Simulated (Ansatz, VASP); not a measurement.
# V: VASP beside Ansatz

The input INCAR:

```
SYSTEM = V
PREC = Accurate ; ENCUT = 600
EDIFF = 1E-6 ; ISMEAR = 0
SIGMA = 0.1 ; LREAL = .False.
LASPH = .True. ; NELM = 60
ALGO = Normal ; ISIF = 3
LWAVE = .False. ; LCHARG = .False.
GGA = PE ; IVDW = 12
IBRION = 2 ; NSW = 100
EDIFFG = -0.005
```

KPOINTS

```
Automatic mesh
0
Gamma
  20 20 20
  0 0 0
```

Contents of POSCAR:

```
V
1.0
   -1.4911995862      1.4911995862      1.4911995862
    1.4911995862     -1.4911995862      1.4911995862
    1.4911995862      1.4911995862     -1.4911995862
V
1
Direct
    0.0000000000      0.0000000000      0.0000000000
```

Input for Ansatz:

```yaml
crystal:
  lattice:
    - [-1.4911995862, 1.4911995862, 1.4911995862]
    - [1.4911995862, -1.4911995862, 1.4911995862]
    - [1.4911995862, 1.4911995862, -1.4911995862]
  atoms:
    - { symbol: V, position: [0.0, 0.0, 0.0] }
basis:
  ecutwfc: 420
kpoints:
  mp_grid: { grid: [20, 20, 20] }
hamiltonian:
  xc: pbe
  dispersion: d3bj
scf:
  occupations: { method: gaussian, width: 0.1 }
output:
  forces: true
  stress: true
  eigenvalues: true
relax:
  adjacent_minimum: "off"
  f_tol: 0.005
  max_steps: 80
  cell: { stress_tol: 0.05 }
```

Alike in both runs: task relaxation of cell and atoms; functional PBE; dispersion D3(BJ); k mesh 20 × 20 × 20; occupations gaussian, width 0.1 eV; no spin polarisation.

|  | VASP | Ansatz |
| --- | --- | --- |
| version | VASP 6.6.1 | Ansatz 0.2.0 |
| potentials or method | VASP PAW PBE potentials, release 64 (V_sv) | scalar-relativistic, plane waves, PAW |
| plane-wave cutoff (eV) | 600 | 420 |
| valence electrons in the cell | 13 | 13 |

```tsv
	VASP	Ansatz	Ansatz less VASP
gap on the k mesh at the Fermi level, each at its own relaxed structure (eV)	none	none	-
relaxed volume (Å³/atom)	12.87	12.85	-0.016
relaxed cell length with the largest relative difference (Å)	2.557	2.556	-0.0010
energy change over the relaxation (meV/atom)	-7	-8	-0.5
```

A gap of «none» marks a metal or a gap that the smearing closes.

Caveats: pairwise dispersion overbinds metals, which lowers pressure and volume.
